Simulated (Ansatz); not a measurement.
Steps from a short run of molecular dynamics on a 2×2×2 supercell (16 atoms) of SrO (Fm-3m), relaxed with r2SCAN; forces from PBEsol in Ansatz, 2×2×2 mesh, Fermi-Dirac smearing of 0.146 eV, constant energy and volume (NVE), started at 1700 K. Computed, non-magnetic; the trajectory is short and the cell small, so nothing here is a converged average.

Cell vectors in Å:
```
0.0000 5.1598 5.1598
5.1598 0.0000 5.1598
5.1598 5.1598 0.0000
```

Problem. At 8 fs positions (Å), velocities (Å/fs) and forces (eV/Å) are
```
Sr  2.5502  2.5512  2.6144   -0.0036 -0.0035  0.0042    0.2220  0.1542 -0.2665
O   0.0241  0.0242 -0.0782    0.0027  0.0025 -0.0089   -0.1549 -0.3140  0.5072
Sr  5.1505  5.1311  2.5610   -0.0012 -0.0036 -0.0024   -0.0759 -0.0091 -0.0983
O   2.5486  2.6351 -0.1015   -0.0034  0.0065 -0.0120    0.3250 -0.2297  0.4233
Sr  5.1202  2.5872  5.1396   -0.0049  0.0009 -0.0025    0.2975 -0.0756 -0.0205
O   2.5164  0.0791  2.4982   -0.0081  0.0097 -0.0098   -0.1299 -0.1141  0.2303
Sr  7.7241  5.1650  5.1738   -0.0019  0.0006  0.0017    0.0509 -0.0973 -0.2792
O   5.2193  2.5758  2.6051    0.0068  0.0001  0.0026   -0.3845  0.3382 -0.3083
Sr  2.5937  5.1962  5.1994    0.0017  0.0045  0.0049   -0.2422 -0.0272 -0.1472
O  -0.0326  2.6637  2.5260   -0.0035  0.0095 -0.0060    0.3267 -0.6020  0.4397
Sr  5.1522  7.7300  5.1510   -0.0009 -0.0012 -0.0010   -0.0052  0.0364  0.3062
O   2.5156  5.1638  2.3998   -0.0072  0.0003 -0.0214    0.5253 -0.1226  0.7200
Sr  5.2322  5.1139  7.7582    0.0089 -0.0056  0.0023   -0.3524  0.5544 -0.1596
O   2.6262  2.5283  5.2065    0.0050 -0.0060  0.0050   -0.4428  0.2732 -0.4905
Sr  7.7919  7.7751  7.7406    0.0064  0.0044  0.0001   -0.4264 -0.1115 -0.1452
O   5.0217  5.1261  5.2563   -0.0165 -0.0036  0.0108    0.4668  0.3467 -0.7114
```
Where are the atoms one step (2 fs) later, and what forces do they feel?

Solution.
```
Sr  2.5429  2.5441  2.6228    0.2678  0.2049 -0.3113
O   0.0294  0.0288 -0.0955   -0.1917 -0.3760  0.6244
Sr  5.1481  5.1240  2.5561   -0.0915 -0.0169 -0.1278
O   2.5422  2.6478 -0.1249    0.3899 -0.2839  0.5199
Sr  5.1106  2.5889  5.1345    0.3815 -0.0959 -0.0220
O   2.5000  0.0984  2.4788   -0.1569 -0.1581  0.3081
Sr  7.7202  5.1662  5.1771    0.0732 -0.1210 -0.4270
O   5.2324  2.5763  2.6100   -0.4612  0.4030 -0.3743
Sr  2.5969  5.2053  5.2092   -0.3451 -0.0293 -0.1917
O  -0.0393  2.6819  2.5145    0.4041 -0.7500  0.5256
Sr  5.1503  7.7276  5.1491   -0.0075  0.0471  0.3752
O   2.5019  5.1642  2.3580    0.6549 -0.1458  0.9412
Sr  5.2500  5.1029  7.7627   -0.4482  0.7113 -0.2031
O   2.6358  2.5166  5.2159   -0.5422  0.3320 -0.5933
Sr  7.8046  7.7838  7.7408   -0.5385 -0.1339 -0.1967
O   4.9892  5.1192  5.2771    0.6114  0.4126 -0.8472
```
The temperature goes from 1512.6 to 1415.2 K.

Problem. At 12 fs positions (Å), velocities (Å/fs) and forces (eV/Å) are
```
Sr  2.5358  2.5371  2.6311   -0.0035 -0.0035  0.0041    0.3101  0.2606 -0.3492
O   0.0342  0.0325 -0.1112    0.0023  0.0016 -0.0074   -0.2271 -0.4279  0.7321
Sr  5.1456  5.1168  2.5513   -0.0012 -0.0036 -0.0025   -0.1073 -0.0234 -0.1563
O   2.5368  2.6599 -0.1471   -0.0024  0.0058 -0.0107    0.4446 -0.3352  0.6115
Sr  5.1011  2.5906  5.1294   -0.0047  0.0008 -0.0025    0.4666 -0.1157 -0.0221
O   2.4831  0.1173  2.4601   -0.0085  0.0093 -0.0091   -0.1769 -0.2093  0.3947
Sr  7.7164  5.1674  5.1802   -0.0019  0.0006  0.0015    0.0979 -0.1441 -0.6097
O   5.2443  2.5778  2.6139    0.0057  0.0010  0.0017   -0.5279  0.4547 -0.4324
Sr  2.6000  5.2144  5.2188    0.0015  0.0045  0.0048   -0.4651 -0.0298 -0.2486
O  -0.0450  2.6984  2.5044   -0.0026  0.0077 -0.0047    0.4753 -0.8905  0.5975
Sr  5.1484  7.7252  5.1473   -0.0010 -0.0012 -0.0008   -0.0095  0.0582  0.4394
O   2.4898  5.1643  2.3184   -0.0056 -0.0001 -0.0191    0.7756 -0.1649  1.1843
Sr  5.2676  5.0922  7.7671    0.0087 -0.0053  0.0022   -0.5434  0.8696 -0.2470
O   2.6440  2.5058  5.2239    0.0037 -0.0052  0.0036   -0.6321  0.3863 -0.6829
Sr  7.8170  7.7925  7.7408    0.0062  0.0043  0.0000   -0.6501 -0.1541 -0.2523
O   4.9582  5.1134  5.2959   -0.0150 -0.0026  0.0088    0.7694  0.4655 -0.9593
```
Where are the atoms one step (2 fs) later, and what forces do they feel?

Solution.
```
Sr  2.5288  2.5303  2.6392    0.3491  0.3212 -0.3809
O   0.0385  0.0352 -0.1252   -0.2607 -0.4685  0.8271
Sr  5.1431  5.1096  2.5463   -0.1245 -0.0269 -0.1825
O   2.5325  2.6712 -0.1678    0.4882 -0.3828  0.6969
Sr  5.0918  2.5923  5.1243    0.5509 -0.1343 -0.0209
O   2.4659  0.1357  2.4424   -0.1884 -0.2675  0.4889
Sr  7.7126  5.1685  5.1831    0.1242 -0.1666 -0.8231
O   5.2550  2.5804  2.6169   -0.5839  0.4914 -0.4809
Sr  2.6029  5.2235  5.2284   -0.6002 -0.0290 -0.3196
O  -0.0496  2.7126  2.4956    0.5381 -1.0190  0.6541
Sr  5.1465  7.7229  5.1458   -0.0110  0.0695  0.4983
O   2.4795  5.1640  2.2817    0.8837 -0.1794  1.4459
Sr  5.2850  5.0818  7.7714   -0.6355  1.0249 -0.2903
O   2.6507  2.4958  5.2303   -0.7101  0.4355 -0.7574
Sr  7.8292  7.8012  7.7408   -0.7593 -0.1723 -0.3102
O   4.9290  5.1087  5.3124    0.9394  0.5038 -1.0454
```
The temperature goes from 1304.2 to 1184.6 K.

Problem. At 20 fs the positions in Å are
```
Sr   2.509   2.511   2.662
O    0.047   0.036  -0.154
Sr   5.135   5.088   2.531
O    2.527   2.699  -0.219
Sr   5.066   2.597   5.109
O    2.411   0.186   2.397
Sr   7.702   5.171   5.189
O    5.278   2.596   2.618
Sr   2.610   5.251   5.256
O   -0.055   2.740   2.479
Sr   5.141   7.716   5.142
O    2.462   5.160   2.195
Sr   5.335   5.054   7.784
O    2.660   2.473   5.238
Sr   7.864   7.827   7.740
O    4.857   5.102   5.346
```
What are the forces, and how far does the free energy (smearing included) lie above that of step 0, with the atoms on their sites?

Solution. 105.3 meV an atom; forces in eV/Å:
```
Sr   0.450   0.532  -0.447
O   -0.348  -0.518   1.006
Sr  -0.197  -0.005  -0.236
O    0.546  -0.497   0.896
Sr   0.780  -0.180  -0.010
O   -0.158  -0.482   0.795
Sr   0.200  -0.228  -1.527
O   -0.683   0.496  -0.556
Sr  -1.044  -0.022  -0.612
O    0.659  -1.283   0.728
Sr  -0.009   0.101   0.638
O    1.106  -0.193   2.228
Sr  -0.870   1.424  -0.404
O   -0.853   0.547  -0.876
Sr  -1.055  -0.220  -0.478
O    1.475   0.526  -1.145
```
